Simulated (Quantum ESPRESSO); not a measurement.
# Al (Pm-3m) in Quantum ESPRESSO: a series of runs, part 2 of 3

Quantum ESPRESSO 7.5. Earlier steps stand in the parts before.

## Step 3: Energy-loss spectrum, PBEsol

Contents of pw.in:

```
&CONTROL
  calculation = 'scf'
  prefix = 'pwscf'
  outdir = './tmp'
  pseudo_dir = './pseudo'
  tprnfor = .true.
  tstress = .true.
  disk_io = 'low'
/
&SYSTEM
  ibrav = 0
  nat = 1
  ntyp = 1
  ecutwfc = 40
  nbnd = 6
  occupations = 'smearing'
  smearing = 'gaussian'
  degauss = 0.00999582
/
&ELECTRONS
  conv_thr = 2d-10
  electron_maxstep = 120
  mixing_beta = 0.5
/
ATOMIC_SPECIES
Al    26.9815 Al.upf
CELL_PARAMETERS angstrom
   2.7217600000    0.0000000000    0.0000000000
   0.0000000000    2.7217600000    0.0000000000
   0.0000000000    0.0000000000    2.7217600000
ATOMIC_POSITIONS crystal
Al     0.0000000000    0.0000000000    0.0000000000
K_POINTS automatic
10 10 10 0 0 0
```

Contents of scf2.in:

```
&CONTROL
  calculation = 'scf'
  prefix = 'pwscf'
  outdir = './tmp'
  pseudo_dir = './pseudo'
  tprnfor = .true.
  tstress = .true.
  disk_io = 'low'
/
&SYSTEM
  ibrav = 0
  nat = 1
  ntyp = 1
  ecutwfc = 40
  nbnd = 6
  occupations = 'smearing'
  smearing = 'gaussian'
  degauss = 0.00999582
/
&ELECTRONS
  conv_thr = 1d-11
  electron_maxstep = 120
  mixing_beta = 0.5
  startingpot = 'file'
  startingwfc = 'file'
/
ATOMIC_SPECIES
Al    26.9815 Al.upf
CELL_PARAMETERS angstrom
   2.7217600000    0.0000000000    0.0000000000
   0.0000000000    2.7217600000    0.0000000000
   0.0000000000    0.0000000000    2.7217600000
ATOMIC_POSITIONS crystal
Al     0.0000000000    0.0000000000    0.0000000000
K_POINTS automatic
10 10 10 0 0 0
```

Contents of eels.in:

```
&LR_INPUT
  prefix = 'pwscf'
  outdir = './tmp'
  restart_step = 5000
  restart = .false.
/
&LR_CONTROL
  calculator = 'lanczos'
  approximation = 'RPA_with_CLFE'
  q1 = 0
  q2 = 0
  q3 = 0.2599089347
  itermax = 200
/
```

Contents of spectrum.in:

```
&LR_INPUT
  prefix = 'pwscf'
  outdir = './tmp'
  eels = .true.
  itermax0 = 200
  itermax = 20000
  extrapolation = 'osc'
  epsil = 0.02
  units = 1
  start = 0
  end = 40
  increment = 0.2
/
```

Contents of spectrum_short.in:

```
&LR_INPUT
  prefix = 'pwscf'
  outdir = './tmp'
  eels = .true.
  itermax0 = 132
  itermax = 20000
  extrapolation = 'osc'
  epsil = 0.02
  units = 1
  start = 0
  end = 40
  increment = 0.2
/
```

Potentials or basis: PseudoDojo 0.4 SR PBEsol stringent.

Launch:

```console
OMP_NUM_THREADS=1 pw.x -in pw.in > pw.out
OMP_NUM_THREADS=1 pw.x -in scf2.in > scf2.out
OMP_NUM_THREADS=1 turbo_eels.x -in eels.in > eels.out
OMP_NUM_THREADS=1 turbo_spectrum.x -in spectrum.in > spectrum.out
OMP_NUM_THREADS=1 turbo_spectrum.x -in spectrum_short.in > spectrum_short.out
```

pw.out:

```text
This program is part of the open-source Quantum ESPRESSO suite
     for quantum simulation of materials; please cite
[... 9 lines left out ...]
     --------------------
     sticks:   dense  smooth     PW     G-vecs:    dense   smooth      PW
     Sum         341     341    113                 4697     4697     925

     Using Slab Decomposition

     bravais-lattice index     =            0
     lattice parameter (alat)  =       5.1434  a.u.
     unit-cell volume          =     136.0649 (a.u.)^3
     number of atoms/cell      =            1
     number of atomic types    =            1
     number of electrons       =         3.00
     number of Kohn-Sham states=            6
     kinetic-energy cutoff     =      40.0000  Ry
     charge density cutoff     =     160.0000  Ry
     scf convergence threshold =      2.0E-10
     mixing beta               =       0.5000
     number of iterations used =            8  plain     mixing
     Exchange-correlation= PBESOL
                           (   1   4  10   8   0   0   0)

     celldm(1)=   5.143381  celldm(2)=   0.000000  celldm(3)=   0.000000
     celldm(4)=   0.000000  celldm(5)=   0.000000  celldm(6)=   0.000000

     crystal axes: (cart. coord. in units of alat)
               a(1) = (   1.000000   0.000000   0.000000 )
               a(2) = (   0.000000   1.000000   0.000000 )
               a(3) = (   0.000000   0.000000   1.000000 )

     reciprocal axes: (cart. coord. in units 2 pi/alat)
               b(1) = (  1.000000  0.000000  0.000000 )
               b(2) = (  0.000000  1.000000  0.000000 )
               b(3) = (  0.000000  0.000000  1.000000 )

     PseudoPot. # 1 for Al read from file:
     Al.upf
     Pseudo is Norm-conserving + core correction, Zval =  3.0
     Generated using ONCVPSP code by D. R. Hamann
     Using radial grid of 1876 points,  6 beta functions with:
                l(1) =   0
                l(2) =   0
                l(3) =   1
                l(4) =   1
                l(5) =   2
                l(6) =   2

     atomic species   valence    mass     pseudopotential
     Al                3.00    26.98150     Al( 1.00)

     48 Sym. Ops., with inversion, found

   Cartesian axes

     site n.     atom                  positions (alat units)
         1        Al     tau(   1) = (   0.0000000   0.0000000   0.0000000  )

     number of k points=    56  Gaussian smearing, width (Ry)=  0.0100
                       cart. coord. in units 2pi/alat
        k(    1) = (   0.0000000   0.0000000   0.0000000), wk =   0.0020000
        k(    2) = (   0.0000000   0.0000000   0.1000000), wk =   0.0120000
        k(    3) = (   0.0000000   0.0000000   0.2000000), wk =   0.0120000
        k(    4) = (   0.0000000   0.0000000   0.3000000), wk =   0.0120000
        k(    5) = (   0.0000000   0.0000000   0.4000000), wk =   0.0120000
        k(    6) = (   0.0000000   0.0000000  -0.5000000), wk =   0.0060000
[... 48 lines left out ...]
        k(   55) = (   0.4000000  -0.5000000  -0.5000000), wk =   0.0120000
        k(   56) = (  -0.5000000  -0.5000000  -0.5000000), wk =   0.0020000

     Dense  grid:     4697 G-vectors     FFT dimensions: (  24,  24,  24)

     Initial potential from superposition of free atoms

     starting charge       2.9977, renormalised to       3.0000
     Starting wfcs are    4 randomized atomic wfcs +    2 random wfcs

     Self-consistent Calculation

     iteration #  1     ecut=    40.00 Ry     beta= 0.50
     Davidson diagonalization with overlap
     ethr =  1.00E-02,  avg # of iterations =  7.1

     Threshold (ethr) on eigenvalues was too large:
     Diagonalizing with lowered threshold

     Davidson diagonalization with overlap
     ethr =  9.36E-05,  avg # of iterations =  4.3

     total energy              =      -4.61025142 Ry
     estimated scf accuracy    <       0.00267367 Ry

     iteration #  2     ecut=    40.00 Ry     beta= 0.50
     Davidson diagonalization with overlap
     ethr =  8.91E-05,  avg # of iterations =  1.2

     total energy              =      -4.61016164 Ry
     estimated scf accuracy    <       0.00055567 Ry

     iteration #  3     ecut=    40.00 Ry     beta= 0.50
     Davidson diagonalization with overlap
     ethr =  1.85E-05,  avg # of iterations =  1.3

     total energy              =      -4.61018937 Ry
     estimated scf accuracy    <       0.00000614 Ry

     iteration #  4     ecut=    40.00 Ry     beta= 0.50
     Davidson diagonalization with overlap
     c_bands:  1 eigenvalues not converged
     c_bands:  1 eigenvalues not converged
     ethr =  2.05E-07,  avg # of iterations =  3.8

     total energy              =      -4.61019068 Ry
     estimated scf accuracy    <          4.6E-09 Ry

     iteration #  5     ecut=    40.00 Ry     beta= 0.50
     Davidson diagonalization with overlap
     c_bands:  1 eigenvalues not converged
     ethr =  1.55E-10,  avg # of iterations =  4.1

     total energy              =      -4.61019073 Ry
     estimated scf accuracy    <          5.7E-10 Ry

     iteration #  6     ecut=    40.00 Ry     beta= 0.50
     Davidson diagonalization with overlap
     ethr =  1.91E-11,  avg # of iterations =  1.1

     End of self-consistent calculation

          k = 0.0000 0.0000 0.0000 (   587 PWs)   bands (ev):

    -4.0102  13.5460  13.5460  14.6368  14.6368  14.6368

          k = 0.0000 0.0000 0.1000 (   583 PWs)   bands (ev):

    -3.8128  11.0512  13.7115  14.8026  14.8026  16.7215

          k = 0.0000 0.0000 0.2000 (   582 PWs)   bands (ev):

    -3.2234   8.1388  14.1918  15.2985  15.2985  18.4252

          k = 0.0000 0.0000 0.3000 (   586 PWs)   bands (ev):

    -2.2505   5.4407  14.9223  16.1177  16.1177  19.7491

          k = 0.0000 0.0000 0.4000 (   586 PWs)   bands (ev):
[... 51 lines left out ...]
          k = 0.0000 0.3000-0.5000 (   576 PWs)   bands (ev):

     2.1004   3.0529   9.4222  11.1821  19.5025  21.0934

          k = 0.0000 0.4000 0.4000 (   570 PWs)   bands (ev):

     2.1227   5.3575   6.6737  10.2122  19.6867  22.3403

          k = 0.0000 0.4000-0.5000 (   568 PWs)   bands (ev):

     3.4374   4.1966   7.1410   8.8932  20.5611  21.8964

          k = 0.0000-0.5000-0.5000 (   576 PWs)   bands (ev):

     4.9957   4.9957   5.2632   7.7115  21.6594  22.2978

          k = 0.1000 0.1000 0.1000 (   579 PWs)   bands (ev):

    -3.4188  10.9510  10.9510  13.3995  18.2502  18.2502

          k = 0.1000 0.1000 0.2000 (   577 PWs)   bands (ev):

    -2.8305   8.4213  11.4562  13.5288  18.6718  20.4400

          k = 0.1000 0.1000 0.3000 (   575 PWs)   bands (ev):

    -1.8596   5.7877  12.2633  14.3464  19.1124  20.7060

          k = 0.1000 0.1000 0.4000 (   585 PWs)   bands (ev):

    -0.5323   3.4247  13.2465  15.5554  18.1798  18.9322
[... 29 lines left out ...]
          k = 0.1000 0.3000-0.5000 (   590 PWs)   bands (ev):

     2.2926   3.2341   9.5511  11.3641  17.4367  18.6191

          k = 0.1000 0.4000 0.4000 (   581 PWs)   bands (ev):

     2.3117   5.5335   6.8461  10.3825  17.5164  20.4852

          k = 0.1000 0.4000-0.5000 (   578 PWs)   bands (ev):

     3.6251   4.3759   7.3073   9.0780  18.5563  19.5765

          k = 0.1000-0.5000-0.5000 (   576 PWs)   bands (ev):

     5.1720   5.1720   5.4482   7.8995  19.9530  20.1147

          k = 0.2000 0.2000 0.2000 (   573 PWs)   bands (ev):

    -1.6597   8.9429   8.9429  11.7165  20.3577  20.3577

          k = 0.2000 0.2000 0.3000 (   585 PWs)   bands (ev):

    -0.6951   6.7748   9.7741  12.0902  17.7996  18.8232

          k = 0.2000 0.2000 0.4000 (   584 PWs)   bands (ev):

     0.6246   4.5049  10.8137  13.2480  15.6850  16.7252

          k = 0.2000 0.2000-0.5000 (   584 PWs)   bands (ev):

     1.9069   2.8907  11.4813  14.6557  14.6968  14.9555
[... 9 lines left out ...]
          k = 0.2000 0.3000-0.5000 (   584 PWs)   bands (ev):

     2.8658   3.7735   9.8506  11.9025  14.8712  15.5211

          k = 0.2000 0.4000 0.4000 (   585 PWs)   bands (ev):

     2.8753   6.0575   7.3379  10.8674  14.7195  17.5097

          k = 0.2000 0.4000-0.5000 (   582 PWs)   bands (ev):

     4.1836   4.9094   7.7844   9.6251  15.8299  16.5375

          k = 0.2000-0.5000-0.5000 (   580 PWs)   bands (ev):

     5.6969   5.6969   5.9905   8.4562  17.1366  17.4764

          k = 0.3000 0.3000 0.3000 (   588 PWs)   bands (ev):

     1.2155   7.9845   7.9845  10.8410  15.9586  15.9587

          k = 0.3000 0.3000 0.4000 (   584 PWs)   bands (ev):

     2.5170   6.2065   9.0577  11.5412  13.7825  14.8033

          k = 0.3000 0.3000-0.5000 (   582 PWs)   bands (ev):

     3.8084   4.6510   9.7742  12.6968  12.8330  13.2262

          k = 0.3000 0.4000 0.4000 (   582 PWs)   bands (ev):

     3.8012   6.9098   7.9994  11.3815  12.5926  14.8315

          k = 0.3000 0.4000-0.5000 (   588 PWs)   bands (ev):

     5.0968   5.7768   8.4558  10.5017  13.4440  13.8178

          k = 0.3000-0.5000-0.5000 (   588 PWs)   bands (ev):

     6.5515   6.5515   6.8396   9.3481  14.4539  14.4539

          k = 0.4000 0.4000 0.4000 (   588 PWs)   bands (ev):

     5.0567   8.0021   8.0021  10.9555  12.6308  12.6308

          k = 0.4000 0.4000-0.5000 (   590 PWs)   bands (ev):

     6.3245   6.8884   8.7499  11.5121  11.6513  12.0496

          k = 0.4000-0.5000-0.5000 (   588 PWs)   bands (ev):

     7.6501   7.6501   7.8372  10.4430  12.2462  12.2462

          k =-0.5000-0.5000-0.5000 (   624 PWs)   bands (ev):

     8.4087   8.4087   8.4087  11.1160  11.1160  12.3990

     the Fermi energy is     5.5510 ev

!    total energy              =      -4.61019073 Ry
     estimated scf accuracy    <          2.6E-11 Ry
     smearing contrib. (-TS)   =      -0.00036233 Ry
     internal energy E=F+TS    =      -4.60982840 Ry

     The total energy is F=E-TS. E is the sum of the following terms:
     one-electron contribution =       2.40985546 Ry
     hartree contribution      =       0.03209635 Ry
     xc contribution           =      -2.08701527 Ry
     ewald contribution        =      -4.96476495 Ry

     convergence has been achieved in   6 iterations

     Forces acting on atoms (cartesian axes, Ry/au):

     atom    1 type  1   force =     0.00000000    0.00000000    0.00000000

     Total force =     0.000000     Total SCF correction =     0.000000

     Computing stress (Cartesian axis) and pressure

          total   stress  (Ry/bohr**3)                   (kbar)     P=      -10.56
  -0.00007176   0.00000000   0.00000000          -10.56        0.00        0.00
   0.00000000  -0.00007176   0.00000000            0.00      -10.56        0.00
   0.00000000   0.00000000  -0.00007176            0.00        0.00      -10.56

=------------------------------------------------------------------------------=
   JOB DONE.
=------------------------------------------------------------------------------=
```

Wall time 59 s (1 thread of Arm Neoverse V1, shared host); peak memory 0.15 GiB.

What came out:

- Free energy: -62.7248 eV
- Pressure: -1.1 GPa
- Band gap on the k mesh: none (metal or under the smearing width)
- Peak of the energy-loss function: 14.8 eV

Energy-loss function at q = [0.0, 0.0, 0.6] (Å⁻¹, cartesian):
| energy (eV) | loss |
| --- | --- |
| 0.0 | 0.000 |
| 1.8 | 0.011 |
| 3.4 | 0.030 |
| 5.2 | 0.054 |
| 7.0 | 0.091 |
| 8.6 | 0.143 |
| 10.4 | 0.261 |
| 12.2 | 0.642 |
| 13.8 | 2.842 |
| 15.6 | 4.005 |
| 17.4 | 0.653 |
| 19.0 | 0.280 |
| 20.8 | 0.148 |
| 22.4 | 0.096 |
| 24.2 | 0.064 |
| 26.0 | 0.044 |
| 27.6 | 0.031 |
| 29.4 | 0.020 |
| 31.2 | 0.014 |
| 32.8 | 0.012 |
| 34.6 | 0.012 |
| 36.4 | 0.015 |
| 38.0 | 0.018 |
| 39.8 | 0.019 |

Caveat: the Lanczos chain is short for so many electrons, so humps in the spectrum may be artefacts.

(Part 2 of 3 ends here.)
